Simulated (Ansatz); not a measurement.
## Y: strain energy, fitted

Y, P6_3/mmc, a = 3.598 Å, c = 11.584 Å. Ansatz: PBE, PAW, 420 eV, Γ-centred 18×18×6 mesh on 4 atoms, Gaussian smearing 0.10 eV; no spin polarisation. Series: equal strain along all axes, cell held, atoms fixed by symmetry; x is the strain in per cent. y is the free energy over the unstrained cell, V0 = 32.471 Å³/atom.

| x (%) | y (meV/atom) |
| --- | --- |
| -6.0 | ? |
| -4.0 | 62.13 |
| -2.0 | 14.66 |
| 0.0 | 0.00 |
| 2.0 | 14.01 |
| 4.0 | 53.10 |
| 6.0 | 114.07 |

Fit y = c2 x² + c3 x³ to the other rows, turn c2 into a modulus, and predict the missing energy.

Least squares on the rows shown. y = 3.5971 x² − 0.071209 x³. In eV per unit strain² c2 is 35.97; the stiffness is B for this strain (E = 9/2 B V0 ε², shape held): 2 × 35.97 × 160.2 / (9 × 32.471) = 39 GPa. The unstrained cell keeps some stress along the strain, worth a slope of 0.16 meV/atom per %, which the form leaves out. At x = -6.0 the fit asked for gives 144.88 meV/atom. The run gave 147.05 meV/atom, so the fit is 2.17 meV/atom too low, 1.5 % of the span of the series, against an rms of 0.17 meV/atom on the fitted rows. The row lies outside the fitted range. With a term in x⁴ added, a fit to the same known rows predicts 144.48 meV/atom, no real gain.